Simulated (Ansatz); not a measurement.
# SnO2 (R-3m) in Ansatz: a series of runs

The runs below take SnO2 through single point, equation of state, with LDA.

All numbers are computed with Ansatz 0.2.0; they aren't measurements. Logs are shortened: lines on timing, memory, paths and dates and some standing lists are left out, and cuts for length are marked.

## 1. The crystal as given

The structure is trigonal, space group R-3m (No. 166). Conventional cell: a = 3.234 Å, b = 3.234 Å, c = 14.402 Å, α = 90.00°, β = 90.00°, γ = 120.00°. Around Sn (site symmetry -3m) lie 6 O at 2.13 Å. O (site symmetry 3m) has 3 Sn at 2.13 Å as nearest neighbours.

Measurements of this composition are mostly on another form, of space group No. 136.

## 2. Single point, LDA, 13.63 Å³/atom (volume scaled by 0.94)

The input, input.yaml:

```yaml
crystal:
  lattice:
    - [1.584081913, 0.9145701189, 4.7025938089]
    - [-1.584081913, 0.9145701189, 4.7025938089]
    - [0.0, -1.8291402378, 4.7025938089]
  atoms:
    - { symbol: Sn, position: [0.5, 0.5, 0.5] }
    - { symbol: O, position: [0.76283, 0.76283, 0.76283] }
    - { symbol: O, position: [0.23717, 0.23717, 0.23717] }
hamiltonian:
  xc: lda
  pseudopotentials: { kind: paw }
kpoints:
  mp_grid: { grid: [8, 8, 8] }
scf:
  occupations: { method: fermi_dirac, width: 0.05 }
output:
  forces: true
  stress: true
  eigenvalues: true
```

Potentials or basis: Ansatz PAW.

Launch:

```
$ ansatz run input.yaml --threads 2 --pin off --max-ram 5632MiB --backend cpu --events-out ev --progress --plain --runs-dir out
```

Output:

```text
Warning: RAYON_NUM_THREADS=2 ignored (pool sized by the plan → 2); use --threads N
basis.fft_grid_basis auto: the FFT boxes are laid along the combinations [[1, 0, -1], [0, 1, -1], [0, 0, 1]] of the cell's own vectors, 3.168, 3.168 and 5.046 Å long. The dense box has 24×24×36 points. Along the cell's own vectors, as sized, it would have 36×36×36, 2.25 times as many. Of the 12 symmetry operations that the crystal satisfies within crystal.symmetry.tolerance (time reversal apart; of a slab, those that keep its plane) the dense box along the cell's own vectors carries 12, and the one as laid loses 8 of those. basis.fft_grid_basis: typed keeps the cell's own vectors: state it where this run's energies or levels are differenced outside the engine with another run's, or held beside a run that keeps those vectors.
Engine: ansatz 0.2.0, x86_64-unknown-linux-gnu
Pseudopotentials: kind: paw
Pseudopotential: Sn, paw, valence charge 14, recommended cutoff 420 eV (normal), Sn.paw.azcp
Pseudopotential: O, paw, valence charge 6, recommended cutoff 420 eV (normal), O.paw.azcp
Functional definition: SPW92
  exchange = slater_x
  correlation = pw_c
Crystal: 3 atoms, lattice volume = 40.877 Å³
Basis set: ecut = 420 eV, 813 PW (Γ), FFT grids on a1−a3, a2−a3, a3
Bands: 17, of which v1, the nominal top of the filled ones, is band 13 counted from 1 (12 counted from 0)
Symmetry: 12 space group operations
Space group: R-3m (ITA 166), of the structure as read, at distance tolerance 3.4e-5 Å
k-points: 65 of 512
Non-local potential: Sn, projectors of the file, l = 0: 2, l = 1: 2, l = 2: 2, l = 3: 2
Non-local potential: O, projectors of the file, l = 0: 2, l = 1: 2, l = 2: 1
PAW form: soft (Blöchl's): semilocal exchange-correlation on the pseudo side does not see the compensation charge
PAW frozen core: Sn, regenerated for the run's functional, and the local potential with it (the file was generated under x = pbe(κ = 0.804, μ = 0.2195149727645171), c = pbe(β = 0.06672455060314922))
PAW frozen core: O, regenerated for the run's functional, and the local potential with it (the file was generated under x = pbe(κ = 0.804, μ = 0.2195149727645171), c = pbe(β = 0.06672455060314922))
PAW one-centre angular grid: Sn, 590 points (default); XC on 64 Gauss nodes
PAW one-centre angular grid: O, 110 points (default); XC on 64 Gauss nodes
Initial density: superposition of atomic densities (neutral atoms: chi_scale 0, normalization atom), corrected by the library's trained network
Initial wavefunctions: pseudopotential atomic-orbital guess
Functional: x = slater, c = lda
SCF iter   1: F=—  HF=-6989.586457 eV  |F-HF|=—  |Δ(HF+E_count)|=         —  Δρ=1.70e-2  dr2=1.01e-1  ethr=1.77e-3  ⟨swp⟩=6.0  Hψ=5856  notcnv=0
preconditioner: auto → none  [insulator: Δε(μ)=2.037 eV  Ē_g=19.825 eV  σ=0.050 eV  W_gap=1.00  n_scr=14 (ndim 8)  ℏωp=29.6 eV  f_vac=0.150  D(μ)=0.00/eV (n_scr^D=0)  ε∞_Penn≈3.2]
SCF iter   2: F=—  HF=-6989.563123 eV  |F-HF|=—  |Δ(HF+E_count)|=   2.33e-2  Δρ=9.44e-3  dr2=2.28e-2  ethr=3.89e-4  ⟨swp⟩=2.1  Hψ=2317  notcnv=0
SCF iter   3: F=—  HF=-6989.555979 eV  |F-HF|=—  |Δ(HF+E_count)|=   7.14e-3  Δρ=1.94e-3  dr2=8.39e-4  ethr=8.76e-5  ⟨swp⟩=2.0  Hψ=1774  notcnv=0
SCF iter   4: F=—  HF=-6989.555694 eV  |F-HF|=—  |Δ(HF+E_count)|=   2.85e-4  Δρ=4.68e-4  dr2=3.58e-5  ethr=3.23e-6  ⟨swp⟩=2.4  Hψ=1943  notcnv=0
SCF iter   5: F=—  HF=-6989.555682 eV  |F-HF|=—  |Δ(HF+E_count)|=   1.25e-5  Δρ=3.98e-5  dr2=4.06e-7  ethr=1.38e-7  ⟨swp⟩=2.4  Hψ=1632  notcnv=0
SCF iter   6: F=-6989.555682 eV  HF=-6989.555682 eV  |F-HF|=1.24e-9  |Δ(HF+E_count)|=   1.11e-7  Δρ=1.15e-5  dr2=1.93e-8  ethr=3.85e-10  ⟨swp⟩=6.0  Hψ=5311  notcnv=0
SCF 1 converged in 6 iterations: F = -6989.555682 eV  dr2 = 1.93e-8
SCF converged after 6 iterations
Free energy (F): -6989.555682 eV
Harris-Foulkes:  -6989.555682 eV  (|F-HF|=1.24e-9)
Internal energy: -6989.555682 eV  (E = F + TS)
E sigma→0 (E₀):  -6989.555682 eV
Fermi energy:    7.692533 eV
--- Per-component energies (eV) ---
  E_band       = -121.469388
  E_kinetic    = 539.338019
  E_local      = -1931.789097  (includes V_loc(G=0)·N_el)
  E_nonlocal   = 74.893915
  E_hartree    = 961.671861
  E_xc         = -521.268332
  E_vxc        = -282.438676  (∫ρ·V_xc dr)
  E_paw        = -4299.506546  (= ΣΔE_a)
  E_vpaw       = -444.824744  (= ΣTr[D̂ρ^β])
  E_aug_tail   = 0.004938  (compensation charges beyond the density's cutoff)
  E_ewald      = -1813.519180
  E_core_change = 0.618741  (= ΣΔE_core)
  E_smearing   = -0.000000  (= −TS)
  E_closure    = 0.000000  (closes the sum)
  Σ components = -6989.555682   (vs F -6989.555682, Δ=0.00e0)
--- Forces (eV/Å), atoms counted from 1 ---
  atom   1  Sn     0.00000000     0.00000000    -0.00000000
  atom   2  O     -0.00000000    -0.00000000     0.00587697
  atom   3  O      0.00000000     0.00000000    -0.00587697
  max |Σ_I F_I| component: 4.63e-18 eV/Å
--- Stress (GPa, compression-positive) ---
        0.846767       0.000000       0.000000
        0.000000       0.846767       0.000000
        0.000000       0.000000      -2.226897
  P = ⅓ Tr σ = -0.1778 GPa (-1.778 kbar)
--- Band table (eV; the first three rows and the last of 65) ---
  k-point 0: bands = ["-13.4263", "-13.1493", "-13.1493", "-12.8748", "-12.8748", "-11.5100", "-9.4891", "2.5615", "5.1403", "5.1403", "5.6219", "5.6219", "6.3155", "8.6814", "12.3162", "17.8327", "17.8327"]
  k-point 1: bands = ["-13.3702", "-13.2615", "-13.1084", "-12.9167", "-12.8774", "-11.4013", "-9.2199", "2.3810", "4.3045", "4.7644", "5.1705", "5.7569", "6.4102", "9.6201", "12.9362", "16.4967", "18.1973"]
  k-point 2: bands = ["-13.6700", "-13.1096", "-13.0291", "-12.9593", "-12.8619", "-11.0423", "-8.6719", "1.5147", "3.3101", "4.1076", "4.5913", "5.8654", "6.3426", "11.1706", "13.9962", "15.5689", "18.9375"]
  k-point 64: bands = ["-13.4245", "-13.1490", "-13.1490", "-12.8746", "-12.8746", "-11.3909", "-9.6646", "3.0891", "5.0039", "5.0715", "5.0715", "5.6768", "5.6768", "10.0390", "12.3166", "18.0395", "18.0395"]
```

It took 0.72 s on 2 threads of Intel Xeon 6975P-C (Granite Rapids), shared host; peak memory 0.39 GiB.

Results:

- Free energy: -6989.5557 eV
- Pressure: -0.2 GPa
- Largest force: 0.006 eV/Å
- Band gap on the k mesh: 2.19 eV, indirect (least direct gap 2.37 eV)

Caveat: the pressure holds a Pulay correction of +1.0 GPa for the finite cutoff; spin-orbit coupling is left out, which moves the levels of the heavy elements; the PAW data sets come from PBE, with cores solved anew for the run's functional, which leaves a small shift of forces and pressure.

## 3. Single point, LDA, 13.92 Å³/atom (volume scaled by 0.96)

input.yaml: that of step 2 with these lines changed.

```diff
@@ -2,5 +2,5 @@
   lattice:
-    - [1.584081913, 0.9145701189, 4.7025938089]
-    - [-1.584081913, 0.9145701189, 4.7025938089]
-    - [0.0, -1.8291402378, 4.7025938089]
+    - [1.5952377869, 0.9210109657, 4.7357117578]
+    - [-1.5952377869, 0.9210109657, 4.7357117578]
+    - [0.0, -1.8420219315, 4.7357117578]
   atoms:
```

Potentials or basis: Ansatz PAW.

Launch:

```
$ ansatz run input.yaml --threads 2 --pin off --max-ram 5632MiB --backend cpu --events-out ev --progress --plain --runs-dir out
```

Wall time 2.3 s (2 threads of Intel Xeon 6975P-C (Granite Rapids), shared host); peak memory 0.38 GiB.

It converged, with:

* Free energy: -6989.5453 eV
* Pressure: -3.5 GPa
* Largest force: 0.250 eV/Å
* Band gap on the k mesh: 2.04 eV, indirect (least direct gap 2.20 eV)

Caveat: the pressure holds a Pulay correction of +1.0 GPa for the finite cutoff; spin-orbit coupling is left out, which moves the levels of the heavy elements; the PAW data sets come from PBE, with cores solved anew for the run's functional, which leaves a small shift of forces and pressure.

## 4. Single point, LDA, 14.21 Å³/atom (volume scaled by 0.98)

input.yaml: that of step 3 with these lines changed.

```diff
@@ -2,5 +2,5 @@
   lattice:
-    - [1.5952377869, 0.9210109657, 4.7357117578]
-    - [-1.5952377869, 0.9210109657, 4.7357117578]
-    - [0.0, -1.8420219315, 4.7357117578]
+    - [1.6062397745, 0.9273629662, 4.768372871]
+    - [-1.6062397745, 0.9273629662, 4.768372871]
+    - [0.0, -1.8547259325, 4.768372871]
   atoms:
```

Launch:

```
$ ansatz run input.yaml --threads 2 --pin off --max-ram 5632MiB --backend cpu --events-out ev --progress --plain --runs-dir out
```

Run time: 0.77 s. Hardware: 2 threads of Intel Xeon 6975P-C (Granite Rapids), shared host; peak memory 0.39 GiB.

It converged, with:

| Property | Result |
| --- | --- |
| Free energy | -6989.5180 eV |
| Pressure | -6.5 GPa |
| Largest force | 0.473 eV/Å |
| Band gap on the k mesh | 1.90 eV, indirect (least direct gap 2.04 eV) |

Caveat: the pressure holds a Pulay correction of +1.0 GPa for the finite cutoff; spin-orbit coupling is left out, which moves the levels of the heavy elements; the PAW data sets come from PBE, with cores solved anew for the run's functional, which leaves a small shift of forces and pressure.

## 5. Single point, LDA, 14.50 Å³/atom

input.yaml: that of step 4 with these lines changed.

```diff
@@ -2,5 +2,5 @@
   lattice:
-    - [1.6062397745, 0.9273629662, 4.768372871]
-    - [-1.6062397745, 0.9273629662, 4.768372871]
-    - [0.0, -1.8547259325, 4.768372871]
+    - [1.6170930752, 0.9336291223, 4.800592584]
+    - [-1.6170930752, 0.9336291223, 4.800592584]
+    - [0.0, -1.8672582446, 4.800592584]
   atoms:
```

Launch:

```
$ ansatz run input.yaml --threads 2 --pin off --max-ram 5632MiB --backend cpu --events-out ev --progress --plain --runs-dir out
```

Wall time 0.75 s (2 threads of Intel Xeon 6975P-C (Granite Rapids), shared host); peak memory 0.39 GiB.

The run converged. Its results:

| Quantity | Value |
| --- | --- |
| Free energy | -6989.4754 eV |
| Pressure | -9.1 GPa |
| Largest force | 0.676 eV/Å |
| Band gap on the k mesh | 1.77 eV, indirect (least direct gap 1.89 eV) |

Caveat: the pressure holds a Pulay correction of +1.0 GPa for the finite cutoff; spin-orbit coupling is left out, which moves the levels of the heavy elements; the PAW data sets come from PBE, with cores solved anew for the run's functional, which leaves a small shift of forces and pressure.

## 6. Single point, LDA, 14.79 Å³/atom (volume scaled by 1.02)

input.yaml: that of step 5 with these lines changed.

```diff
@@ -2,5 +2,5 @@
   lattice:
-    - [1.6170930752, 0.9336291223, 4.800592584]
-    - [-1.6170930752, 0.9336291223, 4.800592584]
-    - [0.0, -1.8672582446, 4.800592584]
+    - [1.627802613, 0.9398122768, 4.8323855144]
+    - [-1.627802613, 0.9398122768, 4.8323855144]
+    - [0.0, -1.8796245536, 4.8323855144]
   atoms:
```

Potentials or basis: Ansatz PAW.

Launch:

```
$ ansatz run input.yaml --threads 2 --pin off --max-ram 5632MiB --backend cpu --events-out ev --progress --plain --runs-dir out
```

Wall time 0.78 s (2 threads of Intel Xeon 6975P-C (Granite Rapids), shared host); peak memory 0.36 GiB.

The run converged. Its results:

```yaml
Free_energy: -6989.4194 eV
Pressure: -11.5 GPa
Largest_force: 0.861 eV/Å
Band_gap_on_the_k_mesh: 1.65 eV, indirect (least direct gap 1.76 eV)
```

Caveat: the pressure holds a Pulay correction of +0.9 GPa for the finite cutoff; spin-orbit coupling is left out, which moves the levels of the heavy elements; the PAW data sets come from PBE, with cores solved anew for the run's functional, which leaves a small shift of forces and pressure.

## 7. Single point, LDA, 15.08 Å³/atom (volume scaled by 1.04)

input.yaml: that of step 6 with these lines changed.

```diff
@@ -2,5 +2,5 @@
   lattice:
-    - [1.627802613, 0.9398122768, 4.8323855144]
-    - [-1.627802613, 0.9398122768, 4.8323855144]
-    - [0.0, -1.8796245536, 4.8323855144]
+    - [1.638373056, 0.9459151249, 4.8637655204]
+    - [-1.638373056, 0.9459151249, 4.8637655204]
+    - [0.0, -1.8918302499, 4.8637655204]
   atoms:
```

Launch:

```
$ ansatz run input.yaml --threads 2 --pin off --max-ram 5632MiB --backend cpu --events-out ev --progress --plain --runs-dir out
```

Wall time 0.79 s (2 threads of Intel Xeon 6975P-C (Granite Rapids), shared host); peak memory 0.39 GiB.

It converged, with:

```yaml
Free_energy: -6989.3514 eV
Pressure: -13.5 GPa
Largest_force: 1.030 eV/Å
Band_gap_on_the_k_mesh: 1.54 eV, indirect (least direct gap 1.63 eV)
```

Caveat: the pressure holds a Pulay correction of +0.9 GPa for the finite cutoff; spin-orbit coupling is left out, which moves the levels of the heavy elements; the PAW data sets come from PBE, with cores solved anew for the run's functional, which leaves a small shift of forces and pressure; forces of over 1 eV/Å show positions far from the minimum, so gaps and moduli don't describe the material at rest.

## 8. Single point, LDA, 15.37 Å³/atom (volume scaled by 1.06)

input.yaml: that of step 7 with these lines changed.

```diff
@@ -2,5 +2,5 @@
   lattice:
-    - [1.638373056, 0.9459151249, 4.8637655204]
-    - [-1.638373056, 0.9459151249, 4.8637655204]
-    - [0.0, -1.8918302499, 4.8637655204]
+    - [1.6488088345, 0.9519402245, 4.8947457539]
+    - [-1.6488088345, 0.9519402245, 4.8947457539]
+    - [0.0, -1.903880449, 4.8947457539]
   atoms:
```

Launch:

```
$ ansatz run input.yaml --threads 2 --pin off --max-ram 5632MiB --backend cpu --events-out ev --progress --plain --runs-dir out
```

Wall time 0.79 s (2 threads of Intel Xeon 6975P-C (Granite Rapids), shared host); peak memory 0.39 GiB.

It converged, with:

* Free energy: -6989.2730 eV
* Pressure: -15.3 GPa
* Largest force: 1.183 eV/Å
* Band gap on the k mesh: 1.43 eV, indirect (least direct gap 1.51 eV)

Caveat: the pressure holds a Pulay correction of +0.9 GPa for the finite cutoff; spin-orbit coupling is left out, which moves the levels of the heavy elements; the PAW data sets come from PBE, with cores solved anew for the run's functional, which leaves a small shift of forces and pressure; forces of over 1 eV/Å show positions far from the minimum, so gaps and moduli don't describe the material at rest.

## 9. Equation of state, LDA

Potentials or basis: Ansatz PAW.

This step only gathers the single runs of the series.

What came out:

```yaml
Equilibrium_volume: "13.61 Å³/atom (rough: see the caveat)"
Bulk_modulus_at_fixed_shape_and_positions: 168 GPa (rough)
```

Energy against volume, from the lowest point:
```tsv
volume (Å³/atom)	energy (meV/atom)
13.626	0.00
13.916	3.46
14.206	12.57
14.496	26.78
14.785	45.43
15.075	68.09
15.365	94.22
```

Caveat: the minimum lies outside the volumes run; the cell was scaled at fixed shape and fractional positions, which overstates the stiffness of a crystal with free parameters, most of all of layers and chains.
